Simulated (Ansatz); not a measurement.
CdS (zincblende) (r2SCAN geometry), in Ansatz:

```yaml
crystal:
  lattice:
    - [0.00000, 2.93921, 2.93921]
    - [2.93921, 0.00000, 2.93921]
    - [2.93921, 2.93921, 0.00000]
  atoms:
    - { symbol: Cd, position: [0.00000, 0.00000, 0.00000] }
    - { symbol: S, position: [0.25000, 0.25000, 0.25000] }
```

G0W0@PBE with 278 empty bands, a screening cutoff of 180 eV and a 6×6×6 mesh (PAW, contour deformation) gives 1.872 eV over the mesh points, from a PBE gap of 1.094 eV; it sums over 291 bands with 283 plane waves in the screening and a wave cutoff of 420 eV. G0W0 here is at a finite number of bands, screening cutoff and k mesh, not at the basis limit. Calculated for a static, non-magnetic cell.

**Question.** Estimate the gap with starting point HSE06.

**Answer.** 2.474 eV (+0.602 eV), from a Kohn-Sham gap of 2.106 eV.

**Question.** Another run gave a Kohn-Sham gap of 1.094 eV and a G0W0 gap of 1.924 eV, summing over 291 bands with 283 plane waves in the screening and a wave cutoff of 420 eV. What was changed?

**Answer.** Frequency model Godby-Needs pole. Only the quasiparticle gap differs.

**Question.** Estimate the gap with potentials of the kind norm-conserving, with them a wave cutoff of 1071 eV.

**Answer.** 1.879 eV (+0.007 eV), from a Kohn-Sham gap of 1.094 eV.

**Question.** Estimate the gap with empty bands 115, screening cutoff 100 eV.

**Answer.** 1.822 eV (-0.050 eV), from a Kohn-Sham gap of 1.094 eV.

The runs are scalar-relativistic, without spin-orbit coupling.

With a shallow d shell on the cation, G0W0 converges slowly in bands and cutoff, so these values are in doubt.
